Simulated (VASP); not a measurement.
Set up this calculation in VASP 6.6.1, as the native input.

```
Task                   : single point
Functional             : r2SCAN
Potentials or basis    : VASP PAW PBE potentials, release 64 (Ga_d, P, In_d)
Cutoff                 : 520 eV
k mesh                 : 6 × 6 × 4
Occupations            : gaussian, width 0.01 eV
Spin                   : no spin polarisation
Dipole correction      : no
Further INCAR settings : ALGO = Normal; EDIFF = 1e-06; NBANDS = 26
```

InGaP2:

```
CELL_PARAMETERS angstrom
4.00433 0.00000 0.00000
0.00000 4.00433 0.00000
0.00000 0.00000 5.71260
ATOMIC_POSITIONS crystal
Ga 0.00000 0.00000 0.00000
P 0.00000 0.50000 0.22865
P 0.50000 0.00000 0.77135
In 0.50000 0.50000 0.50000
```

The cell was built by a generator and needn't be a form met in nature.

The input as run:

POSCAR

```
InGaP2
1.0
    4.0043304188      0.0000000000      0.0000000000
    0.0000000000      4.0043304188      0.0000000000
    0.0000000000      0.0000000000      5.7125961601
Ga P In
1 2 1
Direct
    0.0000000000      0.0000000000      0.0000000000
    0.0000000000      0.5000000000      0.2286480619
    0.5000000000      0.0000000000      0.7713519381
    0.5000000000      0.5000000000      0.5000000000
```

INCAR.step1

```
ALGO = Normal
EDIFF = 1E-4
ENCUT = 520
GGA = PE
ISMEAR = 0
LASPH = True
LCHARG = False
LREAL = False
LWAVE = True
NBANDS = 26
NELM = 100
PREC = Accurate
SIGMA = 0.01
```

INCAR.step2

```
ALGO = Normal
EDIFF = 1E-6
ENCUT = 520
ISIF = 2
ISMEAR = 0
ISTART = 1
LASPH = True
LCHARG = False
LMIXTAU = True
LREAL = False
LWAVE = False
METAGGA = R2SCAN
NBANDS = 26
NELM = 100
PREC = Accurate
SIGMA = 0.01
```

KPOINTS

```
k-points
0
Gamma
  6 6 4
```

Potentials or basis: VASP PAW PBE potentials, release 64 (Ga_d, P, In_d).

Run with:

```bash
$ cat potpaw_PBE.64/Ga_d/POTCAR potpaw_PBE.64/P/POTCAR potpaw_PBE.64/In_d/POTCAR > POTCAR
$ cp INCAR.step1 INCAR
$ mpirun -np 1 vasp_std > vasp.out
$ cp INCAR.step2 INCAR
$ mpirun -np 1 vasp_std > vasp.out
```

It gave:

```yaml
Pressure: -0.1 GPa
Largest_force: 0.010 eV/Å
Band_gap_on_the_k_mesh: 1.35 eV, direct
```

Caveat: the PAW data sets were made with another functional, which shifts forces and pressure a little; spin-orbit coupling is left out, which moves the levels of the heavy elements.

Wall time 3.4 min on 1 thread of Intel(R) Xeon(R) Platinum 8559C (Emerald Rapids) (shared host), peak memory 0.24 GiB.
